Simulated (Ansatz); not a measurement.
Gas-phase electronic energies from Ansatz, PBE0-D4/def2-TZVP geometries. CCSD(T)/CBS adds triple-zeta CCSD(T) − MP2 to the extrapolated MP2 energy (def2 sets, frozen cores). DFT in def2-TZVPP. For Zn outer-core shells are correlated without core-valence functions, which leaves a few kJ/mol of doubt a bond. Scalar relativity is left out up to krypton. One conformer a species, not always the lowest.

`C=CCCC` + `[SH][Zn][SH]` → `C[S][Zn][SH]` + `C=CCC`  (substitution at a C–C bond)

`C=CCCC`:

Z-matrix (Å, degrees):
```
C
C 1 1.491
C 1 1.526 2 112.9
H 1 1.095 2 109.7 3 -122.7
H 1 1.098 2 109.3 3 120.8
C 2 1.326 1 125.2 3 119.3
H 2 1.089 1 115.9 3 -59.7
C 3 1.518 1 112.7 2 178.0
H 3 1.095 1 108.9 2 -59.6
H 3 1.096 1 109.2 2 55.8
H 6 1.084 2 121.7 1 -179.4
H 6 1.086 2 121.3 1 0.8
H 8 1.092 3 111.5 1 179.8
H 8 1.094 3 111.1 1 59.7
H 8 1.094 3 111.1 1 -60.0
```

`[SH][Zn][SH]`:

Cartesian coordinates in Å:
```
S 0.739 1.819 -0.982
Zn 0.185 0.148 0.273
S -0.348 -1.505 1.559
H -0.509 1.956 -1.463
H -0.067 -2.418 0.612
```

`C[S][Zn][SH]`:

Cartesian coordinates in Å:
```
C -1.361 -0.425 0.933
S -0.924 1.196 0.217
Zn 0.803 0.716 -0.987
S 2.518 0.247 -2.221
H -2.233 -0.253 1.564
H -0.560 -0.823 1.552
H -1.629 -1.147 0.163
H 3.386 0.488 -1.222
```

`C=CCC`:

```xyz
12

C     1.739    0.553   -0.800
C     0.961   -0.059    0.082
C    -0.408   -0.584   -0.194
C    -1.468    0.062    0.690
H     1.417    0.707   -1.826
H     2.724    0.919   -0.534
H     1.322   -0.188    1.102
H    -0.652   -0.430   -1.250
H    -0.417   -1.668   -0.025
H    -1.243   -0.089    1.749
H    -1.519    1.139    0.513
H    -2.456   -0.362    0.495
```

```json
{"level": "LDA (SPW92)", "ΔE (kJ/mol)": "28.9", "difference from CCSD(T)/CBS": "1.9"}
{"level": "PBE-D4", "ΔE (kJ/mol)": "20.8", "difference from CCSD(T)/CBS": "-6.2"}
{"level": "revPBE-D4", "ΔE (kJ/mol)": "19.9", "difference from CCSD(T)/CBS": "-7.1"}
{"level": "BLYP-D4", "ΔE (kJ/mol)": "18.7", "difference from CCSD(T)/CBS": "-8.3"}
{"level": "B97M-V", "ΔE (kJ/mol)": "26.9", "difference from CCSD(T)/CBS": "-0.1"}
{"level": "ωB97X-V", "ΔE (kJ/mol)": "26.5", "difference from CCSD(T)/CBS": "-0.5"}
{"level": "ωB97M-V", "ΔE (kJ/mol)": "26.8", "difference from CCSD(T)/CBS": "-0.2"}
{"level": "revPBE", "ΔE (kJ/mol)": "17.9", "difference from CCSD(T)/CBS": "-9.1"}
{"level": "BLYP", "ΔE (kJ/mol)": "18.4", "difference from CCSD(T)/CBS": "-8.6"}
{"level": "r2SCAN", "ΔE (kJ/mol)": "23.7", "difference from CCSD(T)/CBS": "-3.3"}
{"level": "r2SCANh", "ΔE (kJ/mol)": "24.8", "difference from CCSD(T)/CBS": "-2.2"}
{"level": "r2SCAN0", "ΔE (kJ/mol)": "26.3", "difference from CCSD(T)/CBS": "-0.7"}
{"level": "BHLYP", "ΔE (kJ/mol)": "26.7", "difference from CCSD(T)/CBS": "-0.3"}
{"level": "CCSD/def2-SVP", "ΔE (kJ/mol)": "36.0", "difference from CCSD(T)/CBS": "9.0"}
{"level": "HF/def2-TZVPP", "ΔE (kJ/mol)": "29.1", "difference from CCSD(T)/CBS": "2.1"}
{"level": "MP2/CBS(def2)", "ΔE (kJ/mol)": "25.3", "difference from CCSD(T)/CBS": "-1.7"}
{"level": "CCSD(T)/CBS", "ΔE (kJ/mol)": "27.0", "difference from CCSD(T)/CBS": "0"}
```

Largest T1 diagnostic among the species: 0.014.

At CCSD(T), def2-SVP lies +8.4 kJ/mol from the extrapolated value and def2-TZVPP +2.5 kJ/mol. From BLYP to BHLYP (50 % exact exchange), in def2-TZVPP and without D4, ΔE moves by +8.4 kJ/mol.

CCSD(T)/CBS has its own doubt, a few kJ/mol and more with outer-core shells, so smaller differences from it don't rank the levels.
